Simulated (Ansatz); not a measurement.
## Deforming Bi₂Te₃

```xyz
5
Lattice="2.2085 1.2751 9.9467 -2.2085 1.2751 9.9467 0.0000 -2.5502 9.9467" Properties=species:S:1:pos:R:3 pbc="T T T"
Bi    0.0000    0.0000   24.2301
Bi    0.0000    0.0000   11.9957
Te    0.0000    0.0000   18.2322
Te    0.0000    0.0000    5.9680
Te    0.0000    0.0000    0.0000
```

Atoms are numbered in the order listed.

The cell comes from COD entry 9012858, which wasn't checked; take it as a given geometry.

Spin–orbit coupling is left out, though it moves levels of the heavy atoms by tenths of an eV or more.

Level of theory: Ansatz 0.2.0, DFT, LDA, all-electron LAPW, scalar-relativistic.

Numerical set-up: a Γ-centred 8×8×8 k mesh, Fermi–Dirac smearing of 0.08 eV, basis error target 1 meV/atom, no spin polarisation.

The unchanged cell is at -1.87 GPa.

In a metal, stresses and small energies carry noise from the k mesh.

x, y and z are the Cartesian axes of the cell as listed; fractional coordinates follow a strain, and an engineering shear is twice the off-diagonal strain component.

Q: One change gave: energy change +2 meV/atom; stress change (xx, yy, zz, yz, xz, xy) -0.34, 0.40, 0.02, 0.68, 0.30, 0.00 GPa, compression positive; change of the force on Te4 (0.052, 0.129, 0.005) eV/Å. Which change was it?
A. equal xy, yz and zx engineering shear strains of +1 %
B. equal xy, yz and zx engineering shear strains of +3 %
C. equal xy, yz and zx engineering shear strains of -2 %

A: C. For equal xy, yz and zx engineering shear strains of +1 %: energy change under 1 meV/atom; stress change (xx, yy, zz, yz, xz, xy) 0.19, -0.17, 0.01, -0.35, -0.17, -0.01 GPa, compression positive; change of the force on Te4 (-0.024, -0.061, 0.001) eV/Å. For equal xy, yz and zx engineering shear strains of +3 %: energy change +5 meV/atom; stress change (xx, yy, zz, yz, xz, xy) 0.56, -0.43, 0.05, -0.97, -0.50, -0.01 GPa, compression positive; change of the force on Te4 (-0.067, -0.171, 0.014) eV/Å.
